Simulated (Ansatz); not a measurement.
## CoPdO2: band structure with revPBE

CoPdO2:

```
Pd Co O
1.0
     1.43169    0.82659    5.95777
    -1.43169    0.82659    5.95777
     0.00000   -1.65317    5.95777
Pd Co O
1 1 2
Direct
  0.00000 0.00000 0.00000
  0.50000 0.50000 0.50000
  0.11248 0.11248 0.11248
  0.88752 0.88752 0.88752
```

The cell is a database's computed one.

| Item | Value |
| --- | --- |
| Program | Ansatz 0.2.0 |
| Task | band structure |
| Functional | revPBE |
| Potentials or basis | Ansatz PAW |
| Cutoff | 420 eV (not typed: the program's choice for these potentials) |
| k mesh | 11 × 11 × 11 |
| Occupations | fermi-dirac, width 0.05 eV |
| Spin | collinear spin, ferromagnetic start |
| Starting moments | [0.0, 2.0, 0.0, 0.0] μB |
| Path | [["G", "L", "B1"], ["B", "Z", "G", "X"], ["Q", "F", "P1", "Z"], ["L", "P"]] |
| Points for each segment of the path | 14 |

```yaml
Pressure: 3.1 GPa
Largest_force: 0.097 eV/Å
Band_gap_on_the_k_mesh: none (metal or under the smearing width)
Net_moment: 0.00 μB per cell
Absolute_moment: 0.00 μB per cell
```

Forces on the atoms (eV/Å):
```
Pd   0.000  0.000  0.000
Co   0.000  0.000  0.000
O    0.000  0.000  0.097
O    0.000  0.000 -0.097
```

Stress tensor (GPa, compression positive):
```
2.95 0.00 0.00
0.00 2.95 0.00
0.00 0.00 3.45
```

Levels at the corners of the path, in eV from the Fermi level:
Spin up:
| point | band 20 | band 21 | band 22 | band 23 | band 24 | band 25 | band 26 | band 27 |
| --- | --- | --- | --- | --- | --- | --- | --- | --- |
| Γ | -1.54 | -1.54 | -1.29 | -1.29 | -0.84 | 2.18 | 2.18 | 2.99 |
| L | -1.18 | -0.88 | -0.63 | -0.23 | 0.91 | 1.42 | 1.77 | 3.67 |
| B1 | -1.77 | -1.13 | -0.97 | -0.57 | 0.58 | 1.44 | 1.82 | 7.22 |
| B | -1.77 | -1.13 | -0.97 | -0.57 | 0.58 | 1.44 | 1.82 | 7.22 |
| Z | -1.42 | -1.42 | -0.64 | -0.64 | -0.40 | 1.89 | 1.89 | 4.21 |
| Γ | -1.54 | -1.54 | -1.29 | -1.29 | -0.84 | 2.18 | 2.18 | 2.99 |
| X | -1.78 | -1.13 | -0.98 | -0.55 | 0.56 | 1.46 | 1.80 | 7.50 |
| Q | -1.78 | -1.13 | -0.98 | -0.55 | 0.56 | 1.46 | 1.80 | 7.50 |
| F | -1.38 | -0.87 | -0.68 | -0.23 | 0.28 | 2.07 | 2.16 | 3.69 |
| P1 | -1.36 | -0.87 | -0.68 | -0.24 | 0.38 | 1.99 | 2.02 | 3.65 |
| Z | -1.42 | -1.42 | -0.64 | -0.64 | -0.40 | 1.89 | 1.89 | 4.21 |
| L | -1.18 | -0.88 | -0.63 | -0.23 | 0.91 | 1.42 | 1.77 | 3.67 |
| P | -1.36 | -0.87 | -0.68 | -0.24 | 0.38 | 1.99 | 2.02 | 3.65 |
Spin down:
| point | band 20 | band 21 | band 22 | band 23 | band 24 | band 25 | band 26 | band 27 |
| --- | --- | --- | --- | --- | --- | --- | --- | --- |
| Γ | -1.54 | -1.54 | -1.29 | -1.29 | -0.84 | 2.18 | 2.18 | 2.99 |
| L | -1.18 | -0.88 | -0.63 | -0.23 | 0.91 | 1.42 | 1.77 | 3.67 |
| B1 | -1.77 | -1.13 | -0.97 | -0.57 | 0.58 | 1.44 | 1.82 | 7.22 |
| B | -1.77 | -1.13 | -0.97 | -0.57 | 0.58 | 1.44 | 1.82 | 7.22 |
| Z | -1.42 | -1.42 | -0.64 | -0.64 | -0.40 | 1.89 | 1.89 | 4.21 |
| Γ | -1.54 | -1.54 | -1.29 | -1.29 | -0.84 | 2.18 | 2.18 | 2.99 |
| X | -1.78 | -1.13 | -0.98 | -0.55 | 0.56 | 1.46 | 1.80 | 7.50 |
| Q | -1.78 | -1.13 | -0.98 | -0.55 | 0.56 | 1.46 | 1.80 | 7.50 |
| F | -1.38 | -0.87 | -0.68 | -0.23 | 0.28 | 2.07 | 2.16 | 3.69 |
| P1 | -1.36 | -0.87 | -0.68 | -0.24 | 0.38 | 1.99 | 2.02 | 3.65 |
| Z | -1.42 | -1.42 | -0.64 | -0.64 | -0.40 | 1.89 | 1.89 | 4.21 |
| L | -1.18 | -0.88 | -0.63 | -0.23 | 0.91 | 1.42 | 1.77 | 3.67 |
| P | -1.36 | -0.87 | -0.68 | -0.24 | 0.38 | 1.99 | 2.02 | 3.65 |

It took 54 s on 2 threads of Intel(R) Xeon(R) Processor @ 2.50GHz (Skylake/Cascade Lake) (shared host), peak memory 0.6 GiB.

Caveat: the starting moments collapsed, and a magnetic state may lie lower; the pressure holds a Pulay correction of +0.6 GPa for the finite cutoff; semilocal functionals often make such compounds metallic where correlation or magnetic order opens a gap, which also shifts bond lengths; the PAW data sets come from PBE, with cores solved anew for the run's functional, which leaves a small shift of forces and pressure; the starting moments weren't kept. With open d or f shells a metallic result of revPBE can be an artefact of self-interaction; +U or a hybrid may open a gap.
